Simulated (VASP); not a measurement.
Here is a VASP 6.6.1 calculation.

File INCAR:

```
ALGO = Fast ; EDIFF = 1E-6
EDIFFG = -0.005 ; ENCUT = 600
GGA = CA ; IBRION = 2
ISIF = 3 ; ISMEAR = 0
LASPH = True ; LCHARG = False
LREAL = False ; LWAVE = False
NELM = 100 ; NSW = 100
PREC = Accurate ; SIGMA = 0.1
```

The input KPOINTS:

```
k-points
0
Gamma
  16 16 16
```

The input POSCAR:

```
Na
1.0
   -1.8882910800      1.8882910800      2.6372766800
    1.8882910800     -1.8882910800      2.6372766800
    1.8882910800      1.8882910800     -2.6372766800
Na
1
Direct
    0.0000000000      0.0000000000      0.0000000000
```

Potentials or basis: VASP PAW LDA potentials, release 64 (Na_pv).

Command:

```sh
$ cat potpaw_LDA.64/Na_pv/POTCAR > POTCAR
$ mpirun -np 1 vasp_std > vasp.out
```

(1) Predict the space group after relaxing (to 0.05 Å).

(2) What does it give for the relaxed cell?

(3) What does it give for the relaxed volume?

(4) Predict the band gap on the k mesh.

Answers

(1) I4/mmm (No. 139).

(2) a = 3.605 Å, b = 3.605 Å, c = 3.605 Å, α = 119.68°, β = 119.68°, γ = 90.55°.

(3) 33.28 Å³/atom.

(4) none (metal or under the smearing width).
